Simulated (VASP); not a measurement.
Input of a VASP 6.6.1 run:

INCAR

```
SYSTEM = Sb
PREC = Accurate
ENCUT = 520
EDIFF = 1E-6
ISMEAR = 0
SIGMA = 0.15
LREAL = .False.
LASPH = .True.
NELM = 100
ALGO = Normal
ISIF = 2
LWAVE = .False.
LCHARG = .True.
GGA = PE
IVDW = 12
LELF = .True.
LVHAR = .True.
NBANDS = 8
```

Contents of KPOINTS:

```
regular mesh
0
Gamma
  18 18 18
  0 0 0
```

File POSCAR:

```
Sb
1.0
    0.0000000000      2.3712425216      2.2526803955
    2.3712425216      0.0000000000      2.2526803955
    2.3712425216      2.3712425216      0.0000000000
Sb
1
Direct
    0.0000000000      0.0000000000      0.0000000000
```

Potentials or basis: VASP PAW PBE potentials, release 64 (Sb).

Run with:

```bash
$ cat potpaw_PBE.64/Sb/POTCAR > POTCAR
$ mpirun -np 1 vasp_std > vasp.out
```

Predict the dispersion energy per atom.

-0.558 eV.

Predict the band gap on the k mesh.

none (metal or under the smearing width).

Stress tensor (GPa, compression positive):
```
2.54 0.00 0.00
0.00 2.54 0.00
0.00 0.00 1.23
```

Caveat: pairwise dispersion overbinds metals, which lowers pressure and volume. Spin-orbit coupling is left out, which matters for the levels of Sb.
